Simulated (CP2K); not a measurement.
HfO2:

```
Hf O
1.0
     3.61685    0.00000    0.00000
     1.80843    3.13229    0.00000
     1.80843    1.04410    2.95315
Hf O
1 2
Direct
  0.00000 0.00000 0.00000
  0.75000 0.75000 0.75000
  0.25000 0.25000 0.25000
```

Measurements of this composition are mostly on another form, of space group No. 14.

Base run:

- Program: CP2K 2026.2
- Functional: PBE
- Potentials or basis: POTENTIAL_UZH Hf GTH-PBE-q12, O GTH-PBE-q6; ccGRB-D basis
- Density cutoff: 9524 eV
- k mesh: 9 × 9 × 9
- Occupations: fermi-dirac, width 0.05 eV
- Spin: no spin polarisation

Its results: band gap on the k mesh 3.98 eV, indirect (least direct gap 4.09 eV); pressure -6.9 GPa.

Task: The run is repeated on the same cell with these changes: potentials or basis from POTENTIAL_UZH Hf GTH-PBE-q12, O GTH-PBE-q6; ccGRB-D basis to POTENTIAL_UZH Hf GTH-PBE-q12, O GTH-PBE-q6; TZVP-MOLOPT-PBE-GTH basis; basis sets from Hf ccGRB-D-q12, O ccGRB-D-q6 to Hf TZVP-MOLOPT-PBE-GTH-q12, O TZVP-MOLOPT-PBE-GTH-q6. What comes out?

Result: Band gap on the k mesh 4.00 eV, indirect (least direct gap 4.10 eV); pressure -7.9 GPa.

Caveats: spin-orbit coupling is left out, which moves the levels of the heavy elements; the mesh misses the band edges, which the band path finds closer together; the basis of atomic orbitals isn't converged, which shifts pressures, moduli and gaps.
